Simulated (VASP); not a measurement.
Runs of VASP 6.6.1 on CdS. Symmetry: Imm2, No. 44, orthorhombic system. Conventional cell: a = 4.115 Å, b = 4.115 Å, c = 5.820 Å, α = 90.00°, β = 90.00°, γ = 90.00°. Around Cd (site symmetry mm2) lie 4 S at 2.42 to 2.63 Å. Around S (site symmetry mm2) lie 4 Cd at 2.42 to 2.63 Å. 

```tsv
cell	gap on the mesh (eV)	pressure (GPa)	largest force (eV/Å)
all Cd atoms moved +0.175 Å, as atom 1 along Cartesian [0 1 0]	1.61	3.0	(c)
all Cd atoms moved +0.150 Å, as atom 1 along Cartesian [0 1 0]	1.61	2.8	0.80
all Cd atoms moved +0.050 Å, as atom 1 along Cartesian [0 1 0]	(b)	(a)	0.27
all Cd atoms moved -0.100 Å, as atom 1 along Cartesian [0 1 0]	1.61	2.5	0.54
```

Alike in all rows: task single point; level r2SCAN; potentials or basis VASP PAW PBE potentials, release 64 (Cd, S); no spin polarisation; k mesh 8 × 8 × 8; cutoff (eV) 520; smearing gaussian 0.05 eV.

Problem. Estimate the missing entries.

Solution. (a) 2.3; (b) 1.60; (c) 0.93.

Caveats: the PAW data sets were made with another functional, which shifts forces and pressure a little.

A k mesh can miss the band edges, and the runs leave out spin-orbit coupling on Cd.
